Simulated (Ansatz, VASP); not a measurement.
# SiO2: VASP beside Ansatz

Wanted: the spread between two codes on one cell, functional and k mesh. The cell is taken from a series of runs on this material, whose earlier steps may have relaxed, scaled, displaced or heated it; both programs get it as it stands.

Method: plane waves, with VASP 6.6.1 beside it; single point at HSE06, in Ansatz 0.2.0.

## 1. The starting structure

The structure is tetragonal, space group I-42d (No. 122). The conventional cell has a = 4.748 Å, b = 4.748 Å, c = 7.488 Å, α = 90.00°, β = 90.00°, γ = 90.00°. Nearest to Si lie 4 O at 1.61 Å. Nearest to O lie 2 Si at 1.61 Å. Farther neighbours and most contacts between anions are not listed.

As a file:

```
Si O
1.0
    -2.37405    2.37405    3.74400
     2.37405   -2.37405    3.74400
     2.37405    2.37405   -3.74400
Si O
2 4
Direct
  0.00000 0.00000 0.00000
  0.75000 0.25000 0.50000
  0.99183 0.62500 0.86683
  0.37500 0.24183 0.36683
  0.75817 0.12500 0.13317
  0.87500 0.00817 0.63317
```

## 2. VASP: single point, HSE06

With cell and atoms fixed, the geometry can't cause a difference; cores, projectors, grids and the points listed under the comparison can.

Lines of VASP's logs that name or quote its potential files are left out, and so is its time.

The run reads the wave functions of an earlier VASP run, which isn't shown here.

INCAR reads:

```
SYSTEM = SiO2
PREC = Accurate
ENCUT = 520
EDIFF = 1E-06
NELM = 100
ISMEAR = 0
SIGMA = 0.01
LREAL = .FALSE.
ALGO = Normal
LHFCALC = .TRUE.
AEXX = 0.25
GGA = PE
HFSCREEN = 0.208
LASPH = .TRUE.
NBANDS = 22
PRECFOCK = Fast
LORBIT = 11
LWAVE = .FALSE.
LCHARG = .FALSE.
KPAR = 8
ISIF = 2
```

POSCAR reads:

```
SiO2
1.0
   -2.3740500000      2.3740500000      3.7440000000
    2.3740500000     -2.3740500000      3.7440000000
    2.3740500000      2.3740500000     -3.7440000000
Si O
2 4
Direct
    0.0000000000      0.0000000000      0.0000000000
    0.7500000000      0.2500000000      0.5000000000
    0.9918310800      0.6250000000      0.8668310800
    0.3750000000      0.2418310800      0.3668310800
    0.7581689200      0.1250000000      0.1331689200
    0.8750000000      0.0081689200      0.6331689200
```

KPOINTS reads:

```
Automatic mesh
0
Gamma
4 4 4
0 0 0
```

PAW data sets: Si and O (PBE family, release 64).

Run with:

```
$ mpirun -np 8 vasp_std
```

Numbers of over 12 decimals in the logs are rounded to 6 here.

Output:

```text
[banner, memory and clock lines left out]
running    8 mpi-ranks, on    1 nodes
 distrk:  each k-point on    1 cores,    8 groups
 distr:  one band on    1 cores,    1 groups

 POSCAR found type information on POSCAR SiO
 POSCAR found :  2 types and       6 ions
|                                                                             |
|           W    W    AA    RRRRR   N    N  II  N    N   GGGG   !!!           |
|           W    W   A  A   R    R  NN   N  II  NN   N  G    G  !!!           |
|           W    W  A    A  R    R  N N  N  II  N N  N  G       !!!           |
|           W WW W  AAAAAA  RRRRR   N  N N  II  N  N N  G  GGG   !            |
|           WW  WW  A    A  R   R   N   NN  II  N   NN  G    G                |
|           W    W  A    A  R    R  N    N  II  N    N   GGGG   !!!           |
|                                                                             |
|     For optimal performance we recommend to set                             |
|       NCORE = 2 up to number-of-cores-per-socket                            |
|     NCORE specifies how many cores store one orbital (NPAR=cpu/NCORE).      |
|     This setting can greatly improve the performance of VASP for DFT.       |
|     The default, NCORE=1 might be grossly inefficient on modern             |
|     multi-core architectures or massively parallel machines. Do your        |
|     Unfortunately you need to use the default for GW and RPA                |
|     calculations (for HF NCORE is supported but not extensively tested      |
|     yet).                                                                   |
|                                                                             |

 LDA part: xc-table for (Slater+PW92), standard interpolation
 found WAVECAR, reading the header
 POSCAR, INCAR and KPOINTS ok, starting setup
 FFT: planning ... GRIDC
 FFT: planning ... GRID_SOFT
 FFT: planning ... GRID
 reading WAVECAR
 the WAVECAR file was read successfully
 initial charge from wavefunction
 entering main loop
       N       E                     dE             d eps       ncg     rms          rms(c)
DAV:   1    -0.582782686138E+02   -0.58278E+02   -0.88148E-01   668   0.801E+00    0.471E+00
DAV:   2    -0.582850250982E+02   -0.67565E-02   -0.35573E-02   722   0.133E+00    0.331E+00
DAV:   3    -0.582820595464E+02    0.29656E-02   -0.30821E-03   728   0.358E-01    0.198E+00
DAV:   4    -0.582814181291E+02    0.64142E-03   -0.92170E-04   722   0.183E-01    0.112E+00
DAV:   5    -0.582812147644E+02    0.20336E-03   -0.11207E-04   722   0.881E-02    0.634E-01
DAV:   6    -0.582811466232E+02    0.68141E-04   -0.34891E-05   716   0.575E-02    0.360E-01
DAV:   7    -0.582811260048E+02    0.20618E-04   -0.99243E-06   710   0.318E-02    0.204E-01
DAV:   8    -0.582811199628E+02    0.60420E-05   -0.27522E-06   618   0.163E-02    0.117E-01
DAV:   9    -0.582811183660E+02    0.15968E-05   -0.11457E-06   484   0.104E-02    0.670E-02
DAV:  10    -0.582811180343E+02    0.33163E-06   -0.43610E-07   430   0.627E-03
   1 F= -.58281118E+02 E0= -.58281118E+02  d E =-.189899-108
```

From OUTCAR (step 2):

```text
ion  position               nearest neighbor table
   1  0.000  0.000  0.000-   3 1.61   5 1.61   4 1.61   6 1.61   2 3.02   2 3.02   2 3.02   2 3.02

  LATTYP: Found a body centered tetragonal cell.
 ALAT       =     4.7481000000
 C/A-ratio  =     1.5770518734

 Subroutine GETGRP returns: Found  8 space group operations
 (whereof  4 operations were pure point group operations)

The static configuration has the point symmetry S_4 .
 The point group associated with its full space group is D_2d.

 Found     13 irreducible k-points:

   k-points           NKPTS =     13   k-points in BZ     NKDIM =     64   number of bands    NBANDS=     22

   dimension x,y,z NGX =    40 NGY =   40 NGZ =   40
   dimension x,y,z NGXF=    80 NGYF=   80 NGZF=   80

   ENCUT  =  520.0 eV  38.22 Ry    6.18 a.u.   9.35  9.35  9.35*2*pi/ulx,y,z

   NELECT =      32.0000    total number of electrons

 k-points in reciprocal lattice and weights: Automatic mesh
   0.00000000  0.00000000  0.00000000       0.016
   0.25000000  0.00000000  0.00000000       0.125
   0.50000000  0.00000000  0.00000000       0.062
   0.25000000  0.25000000  0.00000000       0.125
   0.50000000  0.25000000  0.00000000       0.250
  -0.25000000  0.25000000  0.00000000       0.062
   0.50000000  0.50000000  0.00000000       0.031
   0.25000000  0.25000000  0.25000000       0.031
  -0.25000000  0.25000000  0.25000000       0.062
   0.50000000  0.50000000  0.25000000       0.062
  -0.25000000  0.50000000  0.25000000       0.125
  -0.25000000 -0.25000000  0.25000000       0.031
   0.50000000  0.50000000  0.50000000       0.016

  exchange ACFDT corr.  =         0.00000000  see jH, gK, PRB 81, 115126

 average (electrostatic) potential at core
       1 -83.7697       2 -83.7697       3 -67.1926       4 -67.1925       5 -67.1925
       6 -67.1925

 E-fermi :  -1.2848

 k-point     1 :       0.0000    0.0000    0.0000
  band No.  band energies     occupation
    ...
     12      -2.9181      2.00000
     13      -2.9063      2.00000
     14      -2.4648      2.00000
     15      -1.4403      2.00000
     16      -1.4403      2.00000
     17       6.4706      0.00000
     18       9.2792      0.00000
     19      11.9720      0.00000
     20      11.9720      0.00000
     21      12.0943      0.00000
    ...

 k-point     2 :       0.2500    0.0000    0.0000
  band No.  band energies     occupation
    ...
     12      -2.9580      2.00000
     13      -2.9000      2.00000
     14      -2.3383      2.00000
     15      -1.5663      2.00000
     16      -1.5318      2.00000
     17       7.4304      0.00000
     18       9.8788      0.00000
     19      10.7968      0.00000
     20      11.4699      0.00000
     21      11.9812      0.00000
    ...

 k-point     3 :       0.5000    0.0000    0.0000
  band No.  band energies     occupation
    ...
     12      -3.0372      2.00000
     13      -2.8781      2.00000
     14      -2.1873      2.00000
     15      -1.8170      2.00000
     16      -1.6163      2.00000
     17       9.0611      0.00000
     18       9.6220      0.00000
     19      10.5492      0.00000
     20      10.9613      0.00000
     21      11.9499      0.00000
    ...

  Total        1.3939519      1.3939519      0.1016057      0.0000000      0.0000000      0.0000000
  in kB       26.4595726     26.4595726      1.9286481      0.0000000      0.0000000      0.0000000
  external PRESSURE =      18.2825977 kB  Pullay stress =       0.0000000 kB

  energy-cutoff  :      520.00
  volume of cell :       84.41
      direct lattice vectors                 reciprocal lattice vectors
    -2.374050000  2.374050000  3.744000000     0.000000000  0.210610560  0.133547009
     2.374050000 -2.374050000  3.744000000     0.210610560  0.000000000  0.133547009
     2.374050000  2.374050000 -3.744000000     0.210610560  0.210610560  0.000000000

 POSITION                                       TOTAL-FORCE (eV/Angst)
 -----------------------------------------------------------------------------------
      0.00000      0.00000      0.00000         0.000000     -0.000000      0.000000
      0.00000      2.37405      1.87200         0.000000     -0.000000      0.000000
      1.18702      2.92878      2.80800         0.000000      0.007119      0.000000
      0.55473      1.18702      0.93600         0.007119     -0.000000      0.000000
     -1.18702      1.81932      2.80800         0.000000     -0.007119     -0.000000
     -0.55473      3.56107      0.93600        -0.007119     -0.000000     -0.000000
 -----------------------------------------------------------------------------------
    total drift:                                0.000001      0.000000      0.000005

  FREE ENERGIE OF THE ION-ELECTRON SYSTEM (eV)
  ---------------------------------------------------
  free  energy   TOTEN  =       -58.2811180343 eV

  energy  without entropy=      -58.2811180343  energy(sigma->0) =      -58.28111803

 total charge
# of ion       s       p       d       tot
------------------------------------------
    1        0.661   1.026   0.000   1.687
    2        0.661   1.026   0.000   1.687
    3        1.558   3.730   0.000   5.288
    4        1.558   3.730   0.000   5.288
    5        1.558   3.730   0.000   5.288
    6        1.558   3.730   0.000   5.288
--------------------------------------------------
tot          7.554  16.974   0.000  24.527

[... 3 further parts left out ...]
```

The run ends at a pressure of 1.83 GPa, with forces up to 0.0071 eV/Å.

[end of part 1 of 2]

[Lines on the potential files, build, host, timing and source positions are cut from VASP's logs without a mark.]

[Logs are printed without paths, hosts, clocks, repeated set-up lines and the standing remarks that a program may print on its own settings, such as how far it seeks lower states.]

[Hosts, paths, dates, database ids (printed as entryN), source tags and the programs' standing remarks are cut or masked in the printed files.]
